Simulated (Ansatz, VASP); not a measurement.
# Two plane-wave programs on MnO

```
Mn O
1.0
    -1.48474    2.57165    2.89807
     2.96949    0.00000    2.89807
     1.48474    2.57165    0.00000
Mn O
2 2
Direct
  0.00000 0.00000 0.00000
  0.50000 0.50000 0.50000
  0.08333 0.41667 0.25000
  0.58333 0.91667 0.75000
```

Measurements of this composition are mostly on another form, of space group No. 225.

Alike in both runs: task single point; functional PBE; k mesh 7 × 7 × 7; occupations gaussian, width 0.05 eV; collinear spin, ferrimagnetic start; Hubbard terms Mn d U = 2 eV.

```csv
,VASP,Ansatz
version,VASP 6.6.1,Ansatz 0.2.0
potentials or method,"VASP PAW PBE potentials, release 64 (Mn_pv, O)",Ansatz PAW
plane-wave cutoff (eV),520,420
valence electrons in the cell,38,42
```

```tsv
	VASP	Ansatz	Ansatz less VASP
gap on the k mesh at the Fermi level (eV)	0.42	0.40	-0.018
least direct gap on the mesh (eV)	1.39	1.41	+0.016
pressure (GPa)	-1.3	-0.5	+0.74
largest component of the traceless stress (GPa)	11.84	11.88	+0.045
rms of the force components (eV/Å)	0.065	0.065	+0.0003
net moment per atom (μB)	0.00	0.00	0.000
size of the moment on the site where the two differ most (μB)	4.43	4.14	-0.294
```

Site moments also hang on the region over which each program counts them. The programs project onto different local orbitals, so the same U acts differently. Atom by atom the forces differ by 0.000 eV/Å (rms over components). The two sets of potentials don't hold the same shells in valence.

Caveats: an odd mesh through Γ misses points on the zone boundary, where band edges often lie (VASP); the magnetic or orbital state may not be the lowest (Ansatz); odd divisions of the mesh miss points on the zone boundary, where band edges often lie, so the gap on the mesh can be too wide (Ansatz); the pressure holds a Pulay correction of +0.6 GPa for the finite cutoff (Ansatz). The state reached can hang on the start; a lower one may exist.
